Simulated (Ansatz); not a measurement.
## Ru: equation of state with r2SCAN+rVV10

The system is Ru.

```xyz
2
Lattice="2.7058 0.0000 0.0000 -1.3529 2.3433 0.0000 0.0000 0.0000 4.2819" Properties=species:S:1:pos:R:3 pbc="T T T"
Ru    1.3529    0.7811    3.2114
Ru    0.0000    1.5622    1.0705
```

- Program: Ansatz 0.2.0
- Task: equation of state
- Functional: r2SCAN
- Dispersion: rVV10
- Potentials or basis: Ansatz PAW
- Cutoff: 500 eV
- Density cutoff: 2500 eV
- k mesh: 11 × 11 × 6
- Occupations: fermi-dirac, width 0.05 eV
- Spin: no spin polarisation

```
Equilibrium volume                        : 13.39 Å³/atom
Bulk modulus at fixed shape and positions : 347 GPa
Pressure derivative of the bulk modulus   : 4.8
```

Energy against volume, from the lowest point:
| volume (Å³/atom) | energy (meV/atom) |
| --- | --- |
| 12.760 | 34.52 |
| 13.032 | 10.29 |
| 13.303 | 0.00 |
| 13.575 | 2.13 |
| 13.846 | 15.28 |
| 14.118 | 38.24 |
| 14.389 | 69.91 |

All runs of the series together: 26 s on 2 threads of Arm Neoverse V1, with other jobs on the host.

Caveat: the cell was scaled at fixed shape and fractional positions, which overstates the stiffness of a crystal with free parameters, most of all of layers and chains; the PAW data sets were made with another functional, which shifts forces and pressure a little.
